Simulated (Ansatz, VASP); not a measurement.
## GaSb: VASP beside Ansatz

File INCAR:

```
ALGO     = Normal         # electronic algorithm
EDIFF    = 1E-7           # SCF threshold, eV
ENCUT    = 520            # plane-wave cutoff, eV
GGA      = PE             # functional
ISIF     = 2              # what is computed and relaxed
ISMEAR   = 0              # smearing method
LASPH    = T              # aspherical terms in the spheres
LCHARG   = F              # write CHGCAR
LREAL    = F              # projectors in reciprocal space
LWAVE    = F              # write WAVECAR
NBANDS   = 16             # bands
NELM     = 60             # most SCF steps
PREC     = Accurate       # precision mode
SIGMA    = 0.011          # smearing width, eV
```

KPOINTS

```
k-points
0
Gamma
  8 8 8
```

File POSCAR:

```
GaSb
1.0
    0.0000000000      3.0590000000      3.0590000000
    3.0590000000      0.0000000000      3.0590000000
    3.0590000000      3.0590000000      0.0000000000
Sb Ga
1 1
Direct
    0.7500000000      0.7500000000      0.7500000000
    0.0000000000      0.0000000000      0.0000000000
```

File input.yaml:

```yaml
crystal:
  lattice:
    - [0.0, 3.059, 3.059]
    - [3.059, 0.0, 3.059]
    - [3.059, 3.059, 0.0]
  atoms:
    - { symbol: Sb, position: [0.75, 0.75, 0.75] }
    - { symbol: Ga, position: [0.0, 0.0, 0.0] }
kpoints:
  mp_grid: { grid: [8, 8, 8] }
scf:
  occupations: { method: gaussian, width: 0.011 }
hamiltonian:
  xc: pbe
  pseudopotentials: { kind: all_electron, lapw: { basis_error: 0.001 } }
output:
  forces: true
  stress: true
  eigenvalues: true
```

Alike in both runs: task single point; functional PBE; k mesh 8 × 8 × 8; occupations gaussian, width 0.011 eV; no spin polarisation.

|  | VASP | Ansatz |
| --- | --- | --- |
| version | VASP 6.6.1 | Ansatz 0.2.0 |
| potentials or method | VASP PAW PBE potentials, release 64 (Sb, Ga_d) | all-electron LAPW, scalar-relativistic |
| plane-wave cutoff (eV) | 520 | see its input |

Ansatz gave:

- gap on the k mesh at the Fermi level (eV): 0.04
- least direct gap on the mesh (eV): 0.04
- pressure (GPa): 2.3

**Question.** Estimate VASP's values.

**Answer.** gap on the k mesh at the Fermi level (eV): 0.04; least direct gap on the mesh (eV): 0.04; pressure (GPa): 2.4.

Ansatz ran all-electron here, so the differences hold the error of VASP's frozen core and of both bases.

Caveats: spin-orbit coupling is left out, which moves the levels of the heavy elements.
